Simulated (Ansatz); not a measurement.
# SiNi3: equation of state with PBEsol

SiNi3:

```
Ni Si
1.0
     3.54200    0.00000    0.00000
     0.00000    3.54200    0.00000
     0.00000    0.00000    3.54200
Ni Si
3 1
Direct
  0.50000 0.50000 0.00000
  0.50000 0.00000 0.50000
  0.00000 0.50000 0.50000
  0.00000 0.00000 0.00000
```

* Program: Ansatz 0.2.0
* Task: equation of state
* Functional: PBEsol
* Potentials or basis: Ansatz PAW
* Cutoff: 420 eV
* Density cutoff: 1680 eV
* k mesh: 8 × 8 × 8
* Occupations: fermi-dirac, width 0.05 eV
* Spin: collinear spin, ferromagnetic start
* Starting moments: [1.0, 1.0, 1.0, 0.0] μB

```yaml
Equilibrium_volume: "10.37 Å³/atom (rough: see the caveat)"
Bulk_modulus: 241 GPa (rough)
```

Energy against volume, from the lowest point:
```tsv
volume (Å³/atom)	energy (meV/atom)
10.443	0.00
10.665	5.72
10.887	17.51
11.109	34.66
11.331	56.54
11.554	82.59
11.776	112.33
```

All runs of the series together: 41 s on 2 threads of Arm Neoverse V1, on a shared host.

Caveat: the minimum lies outside the volumes run.
